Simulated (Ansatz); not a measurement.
Set up this calculation in Ansatz 0.2.0, as the native input.

- Task: relaxation of cell and atoms
- Functional: PBEsol
- Potentials or basis: Ansatz PAW
- Cutoff: 420 eV (not typed: the program's choice for these potentials)
- k mesh: 6 × 6 × 6
- Occupations: fermi-dirac, width 0.05 eV
- Spin: no spin polarisation

CdS:

```xyz
2
Lattice="0.0000 2.7532 2.7532 2.7532 0.0000 2.7532 2.7532 2.7532 0.0000" Properties=species:S:1:pos:R:3 pbc="T T T"
Cd    0.0000    0.0000    0.0000
S     2.7532    2.7532    2.7532
```

Measurements of this composition are mostly on another form, of space group No. 186.

One way to write it, as run:

input.yaml

```yaml
crystal:
  lattice:
    - [0.0, 2.753244, 2.753244]
    - [2.753244, 0.0, 2.753244]
    - [2.753244, 2.753244, 0.0]
  atoms:
    - { symbol: Cd, position: [0.0, 0.0, 0.0] }
    - { symbol: S, position: [0.5, 0.5, 0.5] }
hamiltonian:
  xc: pbesol
  pseudopotentials: { kind: paw }
kpoints:
  mp_grid: { grid: [6, 6, 6] }
scf:
  occupations: { method: fermi_dirac, width: 0.05 }
output:
  forces: true
  stress: true
  eigenvalues: true
relax:
  f_tol: 0.01
  max_steps: 40
  cell: { stress_tol: 0.05 }
```

Potentials or basis: Ansatz PAW.

The run is started by

```sh
$ ansatz run input.yaml --threads 2 --pin off --max-ram 5632MiB --backend cpu --events-out ev --progress --plain --runs-dir out
```

It gave:

| Property | Result |
| --- | --- |
| Relaxed volume | 19.66 Å³/atom |
| Relaxed cell | a = 3.817 Å, b = 3.817 Å, c = 3.817 Å, α = 60.00°, β = 60.00°, γ = 60.00° |
| Space group after relaxing (to 0.05 Å) | Fm-3m (No. 225) |
| Energy gained by relaxing | 17.4 meV/atom |
| Ionic steps | 5 |
| Pressure after relaxing | 0.0 GPa |
| Band gap on the k mesh | 0.13 eV, indirect (least direct gap 1.84 eV) |

Caveat: the plane-wave basis is chosen anew once the cell has moved, so the energies of steps on either side of that aren't comparable; the PAW data sets come from PBE, with cores solved anew for the run's functional, which leaves a small shift of forces and pressure.

Wall time 2.2 s on 2 threads of Arm Neoverse V2 (shared host), peak memory 0.29 GiB.
